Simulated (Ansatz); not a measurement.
Write the native input for Ansatz 0.2.0 that does the following.

- Task: relaxation of cell and atoms
- Functional: revPBE
- Potentials or basis: Ansatz PAW
- Cutoff: 420 eV (not typed: the program's choice for these potentials)
- k mesh: 8 × 8 × 8
- Occupations: fermi-dirac, width 0.05 eV
- Spin: no spin polarisation

The system is GaAs.

```
CELL_PARAMETERS angstrom
0.00000 2.82685 2.82685
2.82685 0.00000 2.82685
2.82685 2.82685 0.00000
ATOMIC_POSITIONS crystal
As 0.75000 0.75000 0.75000
Ga 0.00000 0.00000 0.00000
```

These files were run (other wordings do the same):

input.yaml

```yaml
crystal:
  lattice:
    - [0.0, 2.82685, 2.82685]
    - [2.82685, 0.0, 2.82685]
    - [2.82685, 2.82685, 0.0]
  atoms:
    - { symbol: As, position: [0.75, 0.75, 0.75] }
    - { symbol: Ga, position: [0.0, 0.0, 0.0] }
hamiltonian:
  xc: revpbe
  pseudopotentials: { kind: paw }
kpoints:
  mp_grid: { grid: [8, 8, 8] }
scf:
  occupations: { method: fermi_dirac, width: 0.05 }
output:
  forces: true
  stress: true
relax:
  f_tol: 0.01
  max_steps: 40
  cell: { stress_tol: 0.05 }
```

Potentials or basis: Ansatz PAW.

Launch:

```sh
$ ansatz run input.yaml --threads 2 --pin off --max-ram 5632MiB --backend cpu --events-out ev --progress --plain --runs-dir out
```

It gave:

```
Relaxed volume                         : 24.24 Å³/atom
Relaxed cell                           : a = 4.093 Å, b = 4.093 Å, c = 4.093 Å, α = 60.00°, β = 60.00°, γ = 60.00°
Space group after relaxing (to 0.05 Å) : F-43m (No. 216)
Energy gained by relaxing              : 22.4 meV/atom
Ionic steps                            : 5
Pressure after relaxing                : 0.0 GPa
```

Caveat: the plane-wave basis is chosen anew once the cell has moved, so the energies of steps on either side of that aren't comparable; the PAW data sets come from PBE, with cores solved anew for the run's functional, which leaves a small shift of forces and pressure.

It took 21 s on 2 threads of Intel(R) Xeon(R) Processor @ 2.50GHz (Skylake/Cascade Lake), with other jobs on the host, peak memory 0.38 GiB.
